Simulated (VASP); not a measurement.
# SnO2 (I4_1/amd) in VASP: reference runs

How does SnO2 come out in PBE? The cell is run as given and disturbed.

Everything below comes from runs of VASP 6.6.1. Logs are shortened: lines on timing, memory, paths and dates and some standing lists are left out, and cuts for length are marked.

### 1 The structure

The structure is tetragonal, space group I4_1/amd (No. 141). The conventional cell has a = 4.000 Å, b = 4.000 Å, c = 10.247 Å, α = 90.00°, β = 90.00°, γ = 90.00°. Around Sn (site symmetry -4m2) lie 6 O at 2.06 to 2.09 Å. O (site symmetry 2mm) has 3 Sn at 2.06 to 2.09 Å as nearest neighbours.

Measurements of this composition are mostly on another form, of space group No. 136.

### 2 Single point, PBE

The input, INCAR:

```
SYSTEM = SnO2
PREC = Accurate
ENCUT = 520
EDIFF = 1E-7
ISMEAR = -1
SIGMA = 0.05
LREAL = .False.
LASPH = .True.
NELM = 100
ALGO = Normal
ISIF = 2
LWAVE = .False.
LCHARG = .False.
GGA = PE
NBANDS = 35
```

The input, KPOINTS:

```
regular mesh
0
Gamma
  9 9 9
  0 0 0
```

The input, POSCAR:

```
SnO2
1.0
   -2.0000686112      2.0000686112      5.1236788559
    2.0000686112     -2.0000686112      5.1236788559
    2.0000686112      2.0000686112     -5.1236788559
Sn O
2 4
Direct
    0.0000000000      0.0000000000      0.0000000000
    0.7500000000      0.2500000000      0.5000000000
    0.5465225900      0.0465225900      0.5000000000
    0.2034774100      0.2034774100      0.0000000000
    0.9534774100      0.4534774100      0.5000000000
    0.7965225900      0.7965225900      0.0000000000
```

Potentials or basis: VASP PAW PBE potentials, release 64 (Sn_d, O).

On the command line:

```bash
$ cat potpaw_PBE.64/Sn_d/POTCAR potpaw_PBE.64/O/POTCAR > POTCAR
$ mpirun -np 1 vasp_std > vasp.out
```

OUTCAR:

```text
SYSTEM = SnO2
   PREC = Accurate
   ENCUT = 520
   EDIFF = 1E-7
   ISMEAR = -1
   LREAL = .False.
   LASPH = .True.
   NELM = 100
   ISIF = 2
   GGA = PE

 ion  position               nearest neighbor table
   1  0.000  0.000  0.000-   3 2.06   5 2.06   3 2.06   5 2.06   4 2.09   6 2.09   2 3.25   2 3.25
                             2 3.25   2 3.25
   2  0.750  0.250  0.500-   6 2.06   4 2.06   6 2.06   4 2.06   3 2.09   5 2.09   1 3.25   1 3.25
                             1 3.25   1 3.25
   3  0.547  0.047  0.500-   1 2.06   1 2.06   2 2.09
   4  0.203  0.203  0.000-   2 2.06   2 2.06   1 2.09
   5  0.953  0.453  0.500-   1 2.06   1 2.06   2 2.09
   6  0.797  0.797  0.000-   2 2.06   2 2.06   1 2.09

  LATTYP: Found a body centered tetragonal cell.
 ALAT       =     4.0001372224
 C/A-ratio  =     2.5617515455

  Lattice vectors:

 A1 = (  -2.0000686112,   2.0000686112,   5.1236788559)
 A2 = (   2.0000686112,  -2.0000686112,   5.1236788559)
 A3 = (   2.0000686112,   2.0000686112,  -5.1236788559)

Analysis of symmetry for initial positions (statically):
=====================================================================
 Subroutine PRICEL returns:
 Original cell was already a primitive cell.

 Routine SETGRP: Setting up the symmetry group for a
 body centered tetragonal supercell.

 Subroutine GETGRP returns: Found 16 space group operations
 (whereof  8 operations were pure point group operations)
 out of a pool of 16 trial point group operations.

The static configuration has the point symmetry D_2d.
 The point group associated with its full space group is D_4h.

Analysis of symmetry for dynamics (positions and initial velocities):
=====================================================================
 Subroutine PRICEL returns:
 Original cell was already a primitive cell.

 Routine SETGRP: Setting up the symmetry group for a
 body centered tetragonal supercell.

 Subroutine GETGRP returns: Found 16 space group operations
 (whereof  8 operations were pure point group operations)
 out of a pool of 16 trial point group operations.

The dynamic configuration has the point symmetry D_2d.
 The point group associated with its full space group is D_4h.

 Subroutine INISYM returns: Found 16 space group operations
 (whereof  8 operations are pure point group operations),
 and found     1 'primitive' translations

----------------------------------------------------------------------------------------

                                     Primitive cell

  volume of cell :      81.9845

  direct lattice vectors                    reciprocal lattice vectors
    -2.000068611  2.000068611  5.123678856     0.000000000  0.249991424  0.097586132
     2.000068611 -2.000068611  5.123678856     0.249991424  0.000000000  0.097586132
     2.000068611  2.000068611 -5.123678856     0.249991424  0.249991424  0.000000000

  length of vectors
     5.852574982  5.852574982  5.852574982     0.268363122  0.268363122  0.353541262

  position of ions in fractional coordinates (direct lattice)
     0.000000000  0.000000000  0.000000000
     0.750000000  0.250000000  0.500000000
     0.546522590  0.046522590  0.500000000
     0.203477410  0.203477410  0.000000000
     0.953477410  0.453477410  0.500000000
     0.796522590  0.796522590  0.000000000

  ion indices of the primitive-cell ions
   primitive index   ion index
                 1           1
                 2           2
                 3           3
                 4           4
                 5           5
                 6           6

----------------------------------------------------------------------------------------

 KPOINTS: regular mesh

Automatic generation of k-mesh.
 Grid dimensions read from file:
 generate k-points for:    9    9    9

 Generating k-lattice:

  Cartesian coordinates                     Fractional coordinates (reciprocal lattice)
     0.000000000  0.027776825  0.010842904     0.111111111  0.000000000 -0.000000000
     0.027776825  0.000000000  0.010842904     0.000000000  0.111111111 -0.000000000
     0.027776825  0.027776825  0.000000000     0.000000000  0.000000000  0.111111111

  Length of vectors
     0.029818125  0.029818125  0.039282362

  Shift w.r.t. Gamma in fractional coordinates (k-lattice)
     0.000000000  0.000000000  0.000000000

 Subroutine IBZKPT returns following result:
 ===========================================

 Found     75 irreducible k-points:

 Following reciprocal coordinates:
            Coordinates               Weight
  0.000000  0.000000  0.000000      1.000000
  0.111111  0.000000 -0.000000      8.000000
  0.222222  0.000000  0.000000      8.000000
  0.333333  0.000000 -0.000000      8.000000
  0.444444  0.000000  0.000000      8.000000
  0.111111  0.111111 -0.000000      8.000000
[... 16 lines left out ...]
 -0.333333  0.333333  0.000000      4.000000
  0.444444  0.444444  0.000000      8.000000
 [... further k-points ...]
   k-points           NKPTS =     75   k-points in BZ     NKDIM =     75   number of bands    NBANDS=     35
   number of dos      NEDOS =    301   number of ions     NIONS =      6
   total plane-waves  NPLWV = 110592
   dimension x,y,z NGX =    48 NGY =   48 NGZ =   48
   dimension x,y,z NGXF=    96 NGYF=   96 NGZF=   96
   ions per type =               2   4
   NGX,Y,Z   is equivalent  to a cutoff of  13.63, 13.63, 13.63 a.u.
   NGXF,Y,Z  is equivalent  to a cutoff of  27.27, 27.27, 27.27 a.u.
 SYSTEM =  SnO2
   PREC   = accura    normal or accurate (medium, high low for compatibility)
   ISTART =      0    job   : 0-new  1-cont  2-samecut
   ICHARG =      2    charge: 1-file 2-atom 10-const
   ISPIN  =      1    spin polarized calculation?
   LNONCOLLINEAR =      F non collinear calculations
   LSORBIT =      F    spin-orbit coupling
   LASPH  =      T    aspherical Exc in radial PAW
   ENCUT  =  520.0 eV  38.22 Ry    6.18 a.u.  10.88 10.88 10.88*2*pi/ulx,y,z
   NELM   =    100;   NELMIN=  2; NELMDL= -5     # of ELM steps
   EDIFF  = 0.1E-06   stopping-criterion for ELM
   LREAL  =      F    real-space projection
   EDIFFG = 0.1E-05   stopping-criterion for IOM
   NSW    =      0    number of steps for IOM
   IBRION =     -1    ionic relax: 0-MD 1-quasi-New 2-CG
   NFREE  =      0    steps in history (QN), initial steepest desc. (CG)
   ISIF   =      2    stress and relaxation
   ISYM   =      2    0-nonsym 1-usesym 2-fastsym
   POTIM  = 0.5000    time-step for ionic-motion
   TEBEG  =    0.0;   TEEND  =   0.0 temperature during run
   PSTRESS=    0.0 pullay stress
   NELECT =      52.0000    total number of electrons
   NUPDOWN=      -1.0000    fix difference up-down
   EMIN   =  10.00;   EMAX   =-10.00  energy-range for DOS
   EFERMI =   0.00;   METHOD = LEGACY
   ISMEAR =    -1;   SIGMA  =   0.05  broadening in eV -4-tet -1-fermi 0-gaus
   EFERMI_NEDOS =   21; number of points for ismear=-14 and -15
   IALGO  =     38    algorithm
   IMIX   =      4    mixing-type and parameters
     AMIX     =   0.40;   BMIX     =  1.00
     AMIX_MAG =   1.60;   BMIX_MAG =  1.00
  volume/ion in A,a.u.               =      13.66        92.21
  Fermi-wavevector in a.u.,A,eV,Ry     =   1.406583  2.658057 26.918799  1.978476
  Thomas-Fermi vector in A             =   2.528929
   LORBIT       =      0    0 simple, 1 ext, 2 COOP (PROOUT), +10 PAW based schemes
   GGA     = PE    functional components
   LHFCALC =     F    Hartree Fock is set to
   AEXX    =    0.0000 exact exchange contribution
   IVDW    =     0    specifies the selected vdW correction
   LEPSILON=     F    determine dielectric tensor
   LRPA    =     F    only Hartree local field effects (RPA)
 non-spin polarized calculation
  energy-cutoff  :      520.00
  volume of cell :       81.98
 maximum number of plane-waves:      2242
 NGX is ok and might be reduce to    48
   NGX = 21   NGY = 21   NGZ = 21

 number of electron      52.0000007 magnetization

 Free energy of the ion-electron system (eV)
  ---------------------------------------------------
  ext. energy  EPLUGINS =         0.00000000
  ---------------------------------------------------
  free energy    TOTEN  =       -36.90211685 eV

  energy without entropy =      -36.90211684  energy(sigma->0) =      -36.90211685

 E-fermi :   4.9829     XC(G=0): -10.2905

 val. band max:        4.0560534145   @ k =   0.4444   0.3333   0.1111
 cond. band min:       5.6918099499   @ k =   0.0000   0.0000   0.0000
 fundamental gap:      1.6357565354
 Fermi energy:         4.9828665943

 k-point     1 :       0.0000    0.0000    0.0000
  band No.  band energies     occupation
      1     -16.3526      2.00000
      2     -16.3396      2.00000
      3     -16.2064      2.00000
      4     -15.6317      2.00000
      5     -15.5399      2.00000
      6     -15.5399      2.00000
[... 27 lines left out ...]
     34      16.4833      0.00000
     35      16.4948      0.00000

 k-point     2 :       0.1111    0.0000   -0.0000
  band No.  band energies     occupation
      1     -16.3791      2.00000
      2     -16.2717      2.00000
      3     -16.1884      2.00000
      4     -15.6373      2.00000
      5     -15.5428      2.00000
      6     -15.5372      2.00000
[... 27 lines left out ...]
     34      15.9622      0.00000
     35      16.2637      0.00000

 k-point     3 :       0.2222    0.0000    0.0000
  band No.  band energies     occupation
      1     -16.3826      2.00000
      2     -16.2047      2.00000
      3     -16.0976      2.00000
      4     -15.6532      2.00000
      5     -15.5496      2.00000
      6     -15.5306      2.00000
[... 27 lines left out ...]
     34      15.5313      0.00000
     35      15.8115      0.00000
[... 723 lines left out ...]
 k-point    23 :      -0.3333    0.3333    0.0000
  band No.  band energies     occupation
      1     -16.1758      2.00000
      2     -15.9265      2.00000
      3     -15.8603      2.00000
      4     -15.8071      2.00000
      5     -15.5728      2.00000
      6     -15.4762      2.00000
[... 27 lines left out ...]
     34      14.9351      0.00000
     35      16.1247      0.00000

 k-point    24 :       0.4444    0.4444    0.0000
  band No.  band energies     occupation
      1     -16.0529      2.00000
      2     -16.0355      2.00000
      3     -15.6854      2.00000
      4     -15.6693      2.00000
      5     -15.5385      2.00000
      6     -15.5192      2.00000
[... 27 lines left out ...]
     34      15.5849      0.00000
     35      16.7543      0.00000

 [... further k-points ...]

------------------------ aborting loop because EDIFF is reached ----------------------------------------

  FORCE on cell =-STRESS in cart. coord.  units (eV):
  Direction    XX          YY          ZZ          XY          YZ          ZX
  --------------------------------------------------------------------------------------
  -------------------------------------------------------------------------------------
  Total        3.3467768      3.3467768      3.2173823      0.0000000      0.0000000      0.0000000
  in kB       65.4042013     65.4042013     62.8755169      0.0000000      0.0000000      0.0000000
  external PRESSURE =      64.5613065 kB  Pullay stress =       0.0000000 kB

 VOLUME and BASIS-vectors are now :
 -----------------------------------------------------------------------------
  energy-cutoff  :      520.00
  volume of cell :       81.98
      direct lattice vectors                 reciprocal lattice vectors
    -2.000068611  2.000068611  5.123678856     0.000000000  0.249991424  0.097586132
     2.000068611 -2.000068611  5.123678856     0.249991424  0.000000000  0.097586132
     2.000068611  2.000068611 -5.123678856     0.249991424  0.249991424  0.000000000

 POSITION                                       TOTAL-FORCE (eV/Angst)
 -----------------------------------------------------------------------------------
      0.00000      0.00000      0.00000        -0.000000     -0.000000     -0.000000
     -0.00000      2.00007      2.56184        -0.000000     -0.000000     -0.000000
      0.00000      2.00007      0.47673         0.000000      0.000000     -0.065797
      0.00000      0.00000      2.08511         0.000000      0.000000      0.065797
      0.00000      2.00007      4.64695        -0.000000     -0.000000      0.065797
      0.00000      0.00000      8.16225         0.000000      0.000000     -0.065797
 -----------------------------------------------------------------------------------
    total drift:                               -0.000000      0.000000     -0.000000

  FREE ENERGIE OF THE ION-ELECTRON SYSTEM (eV)
  ---------------------------------------------------
  free  energy   TOTEN  =       -36.9021168476 eV

  energy  without entropy=      -36.9021168441  energy(sigma->0) =      -36.90211685
```

It took 3.1 min on 1 thread of Intel Xeon Platinum 8559C (Emerald Rapids), shared host; peak memory 0.41 GiB.

What came out:

- Free energy: -36.9021 eV
- Pressure: 6.5 GPa
- Largest force: 0.066 eV/Å
- Band gap on the k mesh: 1.64 eV, indirect (least direct gap 2.02 eV)

Forces in eV/Å, atoms in the order of the input:
```
Sn   0.000  0.000  0.000
Sn   0.000  0.000  0.000
O    0.000  0.000 -0.066
O    0.000  0.000  0.066
O    0.000  0.000  0.066
O    0.000  0.000 -0.066
```

Stress tensor (GPa, compression positive):
```
6.54 0.00 0.00
0.00 6.54 0.00
0.00 0.00 6.29
```

Caveat: spin-orbit coupling is left out, which moves the levels of the heavy elements; an odd mesh through Γ misses points on the zone boundary, where band edges often lie.

### 3 Single point, PBE (atoms moved at random, drawn with an rms of 0.05 Å)

The input, INCAR:

```
  PREC = Accurate
  ENCUT = 520
  EDIFF = 1E-7
  ISMEAR = -1
  SIGMA = 0.05
  LREAL = F
  LASPH = T
  NELM = 60
  ALGO = Normal
  ISIF = 2
  LWAVE = F
  LCHARG = F
  GGA = PE
  NBANDS = 35
```

The input, KPOINTS:

```
Automatic mesh
0
Gamma
  9 9 9
```

The input, POSCAR:

```
SnO2
1.0
   -2.0000686112      2.0000686112      5.1236788559
    2.0000686112     -2.0000686112      5.1236788559
    2.0000686112      2.0000686112     -5.1236788559
Sn O
2 4
Direct
    0.0022520000     -0.0016650000      0.0036070000
    0.7584920000      0.2685190000      0.5197410000
    0.5505510000      0.0379800000      0.4981130000
    0.2020750000      0.2065530000      0.0044270000
    0.9540990000      0.4414860000      0.4889440000
    0.7999670000      0.7930090000      0.0014820000
```

Potentials or basis: VASP PAW PBE potentials, release 64 (Sn_d, O).

On the command line:

```bash
$ cat potpaw_PBE.64/Sn_d/POTCAR potpaw_PBE.64/O/POTCAR > POTCAR
$ mpirun -np 1 vasp_std > vasp.out
```

It took 26 min on 1 thread of Intel Xeon Platinum 8488C (Sapphire Rapids), shared host; peak memory 0.91 GiB.

The run converged. Its results:

```yaml
Free_energy: -36.7943 eV
Pressure: 7.0 GPa
Largest_force: 1.928 eV/Å
Band_gap_on_the_k_mesh: 1.61 eV, indirect (least direct gap 1.89 eV)
```

Forces on the atoms (eV/Å):
```
Sn  -0.695  0.098  0.624
Sn  -1.367 -0.284 -1.329
O   -0.008 -0.281  0.204
O   -0.043  0.457  0.243
O    1.076  0.034  0.196
O    1.036 -0.024  0.063
```

Stress tensor (GPa, compression positive):
```
10.34 -0.04  1.50
-0.04  4.25 -0.12
 1.50 -0.12  6.47
```

Levels at points of the mesh, in eV from the valence-band top:
```
           k point  band 22  band 23  band 24  band 25  band 26  band 27  band 28  band 29  band 30  band 31
(0.00, 0.00, 0.00)    -1.03    -0.70    -0.66    -0.53    -0.28     1.61     5.51     9.36     9.79     9.94
```

Caveat: spin-orbit coupling is left out, which moves the levels of the heavy elements; an odd mesh through Γ misses points on the zone boundary, where band edges often lie.
